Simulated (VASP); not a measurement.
# Ge (Imma) in VASP: single point with PBEsol

Aim: the single point of Ge with PBEsol.

All numbers are computed with VASP 6.6.1; they aren't measurements. Logs are shortened: lines on timing, memory, paths and dates and some standing lists are left out, and cuts for length are marked.

### Step 1. The crystal as given

It takes space group Imma (No. 74, orthorhombic). The conventional cell has a = 4.992 Å, b = 5.302 Å, c = 2.874 Å, α = 90.00°, β = 90.00°, γ = 90.00°. Around Ge (site symmetry mm2) lie 6 Ge at 2.68 to 2.87 Å.

This isn't the form of Ge at room conditions, which is diamond.

### Step 2. Single point, PBEsol

INCAR

```
SYSTEM = Ge
ALGO = Normal
EDIFF = 1E-7
ENCUT = 520
GGA = PS
ISIF = 2
ISMEAR = 0
LASPH = .TRUE.
LCHARG = .TRUE.
LELF = .TRUE.
LREAL = .FALSE.
LVHAR = .TRUE.
LWAVE = .FALSE.
NBANDS = 21
NELM = 100
PREC = Accurate
SIGMA = 0.1
```

KPOINTS

```
k-points
0
G
  8 8 8
  0 0 0
```

POSCAR

```
Ge
1.0
   -2.4958980000      2.6508630000      1.4369470000
    2.4958980000     -2.6508630000      1.4369470000
    2.4958980000      2.6508630000     -1.4369470000
Ge
2
Direct
    0.1859430000      0.9359430000      0.2500000000
    0.8140570000      0.0640570000      0.7500000000
```

Potentials or basis: VASP PAW PBE potentials, release 64 (Ge_d).

Launch:

```console
$ cat potpaw_PBE.64/Ge_d/POTCAR > POTCAR
$ mpirun -np 1 vasp_std > vasp.out
```

OUTCAR:

```text
SYSTEM = Ge
   EDIFF = 1E-7
   ENCUT = 520
   GGA = PS
   ISIF = 2
   ISMEAR = 0
   LASPH = .TRUE.
   LREAL = .FALSE.
   NELM = 100
   PREC = Accurate

 ion  position               nearest neighbor table
   1  0.186  0.936  0.250-   2 2.68   2 2.68   2 2.72   2 2.72
   2  0.814  0.064  0.750-   1 2.68   1 2.68   1 2.72   1 2.72

  LATTYP: Found a body centered orthorhombic cell.
 ALAT       =     2.8738940000
 B/A-ratio  =     1.7369450648
 C/A-ratio  =     1.8447882907

  Lattice vectors:

 A1 = (   2.4958980000,  -2.6508630000,   1.4369470000)
 A2 = (  -2.4958980000,  -2.6508630000,  -1.4369470000)
 A3 = (   2.4958980000,   2.6508630000,  -1.4369470000)

Analysis of symmetry for initial positions (statically):
=====================================================================
 Subroutine PRICEL returns:
 Original cell was already a primitive cell.

 Routine SETGRP: Setting up the symmetry group for a
 body centered orthorhombic supercell.

 Subroutine GETGRP returns: Found  8 space group operations
 (whereof  4 operations were pure point group operations)
 out of a pool of  8 trial point group operations.

The static configuration has the point symmetry C_2h.
 The point group associated with its full space group is D_2h.

Analysis of symmetry for dynamics (positions and initial velocities):
=====================================================================
 Subroutine PRICEL returns:
 Original cell was already a primitive cell.

 Routine SETGRP: Setting up the symmetry group for a
 body centered orthorhombic supercell.

 Subroutine GETGRP returns: Found  8 space group operations
 (whereof  4 operations were pure point group operations)
 out of a pool of  8 trial point group operations.

The dynamic configuration has the point symmetry C_2h.
 The point group associated with its full space group is D_2h.

 Subroutine INISYM returns: Found  8 space group operations
 (whereof  4 operations are pure point group operations),
 and found     1 'primitive' translations

----------------------------------------------------------------------------------------

                                     Primitive cell

  volume of cell :      38.0290

  direct lattice vectors                    reciprocal lattice vectors
    -2.495898000  2.650863000  1.436947000     0.000000000  0.188617820  0.347959946
     2.495898000 -2.650863000  1.436947000     0.200328699  0.000000000  0.347959946
     2.495898000  2.650863000 -1.436947000     0.200328699  0.188617820  0.000000000

  length of vectors
     3.914255760  3.914255760  3.914255760     0.395793893  0.401506801  0.275151358

  position of ions in fractional coordinates (direct lattice)
     0.185943000  0.935943000  0.250000000
     0.814057000  0.064057000  0.750000000

  ion indices of the primitive-cell ions
   primitive index   ion index
                 1           1
                 2           2

----------------------------------------------------------------------------------------

 KPOINTS: k-points

Automatic generation of k-mesh.
 Grid dimensions read from file:
 generate k-points for:    8    8    8

 Generating k-lattice:

  Cartesian coordinates                     Fractional coordinates (reciprocal lattice)
     0.000000000  0.023577227  0.043494993     0.125000000  0.000000000  0.000000000
     0.025041087  0.000000000  0.043494993     0.000000000  0.125000000  0.000000000
     0.025041087  0.023577227  0.000000000     0.000000000  0.000000000  0.125000000

  Length of vectors
     0.049474237  0.050188350  0.034393920

  Shift w.r.t. Gamma in fractional coordinates (k-lattice)
     0.000000000  0.000000000  0.000000000

 Subroutine IBZKPT returns following result:
 ===========================================

 Found     95 irreducible k-points:

 Following reciprocal coordinates:
            Coordinates               Weight
  0.000000  0.000000  0.000000      1.000000
  0.125000  0.000000 -0.000000      4.000000
  0.250000  0.000000 -0.000000      4.000000
  0.375000  0.000000 -0.000000      4.000000
  0.500000  0.000000 -0.000000      2.000000
  0.000000  0.125000 -0.000000      4.000000
[... 16 lines left out ...]
  0.125000  0.375000 -0.000000      8.000000
  0.250000  0.375000 -0.000000      8.000000
 [... further k-points ...]
   k-points           NKPTS =     95   k-points in BZ     NKDIM =     95   number of bands    NBANDS=     21
   number of dos      NEDOS =    301   number of ions     NIONS =      2
   total plane-waves  NPLWV =  27000
   dimension x,y,z NGX =    30 NGY =   30 NGZ =   30
   dimension x,y,z NGXF=    60 NGYF=   60 NGZF=   60
   ions per type =               2
   NGX,Y,Z   is equivalent  to a cutoff of  12.74, 12.74, 12.74 a.u.
   NGXF,Y,Z  is equivalent  to a cutoff of  25.48, 25.48, 25.48 a.u.
 SYSTEM =  Ge
   PREC   = accura    normal or accurate (medium, high low for compatibility)
   ISTART =      0    job   : 0-new  1-cont  2-samecut
   ICHARG =      2    charge: 1-file 2-atom 10-const
   ISPIN  =      1    spin polarized calculation?
   LNONCOLLINEAR =      F non collinear calculations
   LSORBIT =      F    spin-orbit coupling
   LASPH  =      T    aspherical Exc in radial PAW
   ENCUT  =  520.0 eV  38.22 Ry    6.18 a.u.   7.28  7.28  7.28*2*pi/ulx,y,z
   NELM   =    100;   NELMIN=  2; NELMDL= -5     # of ELM steps
   EDIFF  = 0.1E-06   stopping-criterion for ELM
   LREAL  =      F    real-space projection
   EDIFFG = 0.1E-05   stopping-criterion for IOM
   NSW    =      0    number of steps for IOM
   IBRION =     -1    ionic relax: 0-MD 1-quasi-New 2-CG
   NFREE  =      0    steps in history (QN), initial steepest desc. (CG)
   ISIF   =      2    stress and relaxation
   ISYM   =      2    0-nonsym 1-usesym 2-fastsym
   POTIM  = 0.5000    time-step for ionic-motion
   TEBEG  =    0.0;   TEEND  =   0.0 temperature during run
   PSTRESS=    0.0 pullay stress
   NELECT =      28.0000    total number of electrons
   NUPDOWN=      -1.0000    fix difference up-down
   EMIN   =  10.00;   EMAX   =-10.00  energy-range for DOS
   EFERMI =   0.00;   METHOD = LEGACY
   ISMEAR =     0;   SIGMA  =   0.10  broadening in eV -4-tet -1-fermi 0-gaus
   EFERMI_NEDOS =   21; number of points for ismear=-14 and -15
   IALGO  =     38    algorithm
   IMIX   =      4    mixing-type and parameters
     AMIX     =   0.40;   BMIX     =  1.00
     AMIX_MAG =   1.60;   BMIX_MAG =  1.00
  volume/ion in A,a.u.               =      19.01       128.32
  Fermi-wavevector in a.u.,A,eV,Ry     =   1.478277  2.793539 29.732860  2.185304
  Thomas-Fermi vector in A             =   2.592578
   LORBIT       =      0    0 simple, 1 ext, 2 COOP (PROOUT), +10 PAW based schemes
   GGA     = PS    functional components
   LHFCALC =     F    Hartree Fock is set to
   AEXX    =    0.0000 exact exchange contribution
   IVDW    =     0    specifies the selected vdW correction
   LEPSILON=     F    determine dielectric tensor
   LRPA    =     F    only Hartree local field effects (RPA)
 non-spin polarized calculation
 Gauss-broadening in eV      SIGMA  =   0.10
  energy-cutoff  :      520.00
  volume of cell :       38.03
 maximum number of plane-waves:      1044
 NGX is ok and might be reduce to    30
   NGX = 15   NGY = 15   NGZ = 15

 number of electron      28.0000014 magnetization

 Free energy of the ion-electron system (eV)
  ---------------------------------------------------
  ext. energy  EPLUGINS =         0.00000000
  ---------------------------------------------------
  free energy    TOTEN  =        -9.51736341 eV

  energy without entropy =       -9.51243809  energy(sigma->0) =       -9.51490075

 E-fermi :   6.3352     XC(G=0): -11.3405

 val. band max:        6.2846760508   @ k =   0.2500   0.3750  -0.0000
 cond. band min:       6.3584010225   @ k =   0.5000   0.1250   0.0000
 fundamental gap:      0.0737249717
 Fermi energy:         6.3352220420

 k-point     1 :       0.0000    0.0000    0.0000
  band No.  band energies     occupation
      1     -18.2844      2.00000
      2     -18.2074      2.00000
      3     -18.2056      2.00000
      4     -18.2028      2.00000
      5     -18.1691      2.00000
      6     -18.1310      2.00000
[... 13 lines left out ...]
     20      17.1216      0.00000
     21      19.0439      0.00000

 k-point     2 :       0.1250    0.0000   -0.0000
  band No.  band energies     occupation
      1     -18.2729      2.00000
      2     -18.1953      2.00000
      3     -18.1949      2.00000
      4     -18.1844      2.00000
      5     -18.1722      2.00000
      6     -18.1353      2.00000
[... 13 lines left out ...]
     20      16.6184      0.00000
     21      18.5894      0.00000

 k-point     3 :       0.2500    0.0000   -0.0000
  band No.  band energies     occupation
      1     -18.2438      2.00000
      2     -18.1816      2.00000
      3     -18.1717      2.00000
      4     -18.1658      2.00000
      5     -18.1404      2.00000
      6     -18.1341      2.00000
[... 13 lines left out ...]
     20      14.5837      0.00000
     21      18.8663      0.00000

 k-point     4 :       0.3750    0.0000   -0.0000
  band No.  band energies     occupation
      1     -18.2100      2.00000
      2     -18.1812      2.00000
      3     -18.1559      2.00000
      4     -18.1522      2.00000
      5     -18.1371      2.00000
      6     -18.1360      2.00000
[... 13 lines left out ...]
     20      15.1806      0.00000
     21      20.4020      0.00000

 k-point     5 :       0.5000    0.0000   -0.0000
  band No.  band energies     occupation
      1     -18.1885      2.00000
      2     -18.1719      2.00000
      3     -18.1680      2.00000
      4     -18.1614      2.00000
      5     -18.1456      2.00000
      6     -18.1284      2.00000
[... 13 lines left out ...]
     20      17.2775      0.00000
     21      18.6064      0.00000
[... 382 lines left out ...]
     20      17.0378      0.00000
     21      18.0558      0.00000

 k-point    22 :       0.0000    0.3750   -0.0000
  band No.  band energies     occupation
      1     -18.2614      2.00000
      2     -18.2021      2.00000
      3     -18.1912      2.00000
      4     -18.1805      2.00000
      5     -18.1427      2.00000
      6     -18.1026      2.00000
[... 13 lines left out ...]
     20      16.0073      0.00000
     21      16.9135      0.00000

 k-point    23 :       0.1250    0.3750   -0.0000
  band No.  band energies     occupation
      1     -18.2571      2.00000
      2     -18.2128      2.00000
      3     -18.1949      2.00000
      4     -18.1668      2.00000
      5     -18.1330      2.00000
      6     -18.1135      2.00000
[... 13 lines left out ...]
     20      16.7077      0.00000
     21      18.3080      0.00000

 k-point    24 :       0.2500    0.3750   -0.0000
  band No.  band energies     occupation
      1     -18.2373      2.00000
      2     -18.2142      2.00000
      3     -18.1848      2.00000
      4     -18.1498      2.00000
      5     -18.1240      2.00000
      6     -18.1169      2.00000
[... 13 lines left out ...]
     20      17.1744      0.00000
     21      18.2475      0.00000

 [... further k-points ...]
[... 5 lines left out ...]
  --------------------------------------------------------------------------------------
  -------------------------------------------------------------------------------------
  Total       -0.7830569     -0.7039792     -0.4055253      0.0000000      0.0000000      0.0000000
  in kB      -32.9905119    -29.6589355    -17.0849468      0.0000000      0.0000000      0.0000000
  external PRESSURE =     -26.5781314 kB  Pullay stress =       0.0000000 kB

 VOLUME and BASIS-vectors are now :
 -----------------------------------------------------------------------------
  energy-cutoff  :      520.00
  volume of cell :       38.03
      direct lattice vectors                 reciprocal lattice vectors
    -2.495898000  2.650863000  1.436947000     0.000000000  0.188617820  0.347959946
     2.495898000 -2.650863000  1.436947000     0.200328699  0.000000000  0.347959946
     2.495898000  2.650863000 -1.436947000     0.200328699  0.188617820  0.000000000

 POSITION                                       TOTAL-FORCE (eV/Angst)
 -----------------------------------------------------------------------------------
      2.49590     -1.32543      1.25285         0.000000     -0.000000     -0.018867
      0.00000      3.97629      0.18409        -0.000000      0.000000      0.018867
 -----------------------------------------------------------------------------------
    total drift:                                0.000000      0.000000     -0.000000

  FREE ENERGIE OF THE ION-ELECTRON SYSTEM (eV)
  ---------------------------------------------------
  free  energy   TOTEN  =        -9.5173634130 eV

  energy  without entropy=       -9.5124380851  energy(sigma->0) =       -9.51490075
```

It took 33 s on 1 thread of Intel Xeon Platinum 8559C (Emerald Rapids), shared host; peak memory 0.2 GiB.

What came out:

```
Free energy            : -9.5174 eV
Pressure               : -2.7 GPa
Largest force          : 0.019 eV/Å
Band gap on the k mesh : none (metal or under the smearing width)
```

Forces in eV/Å, atoms in the order of the input:
```
Ge   0.000  0.000 -0.019
Ge   0.000  0.000  0.019
```

Caveat: the PAW data sets were made with another functional, which shifts forces and pressure a little.
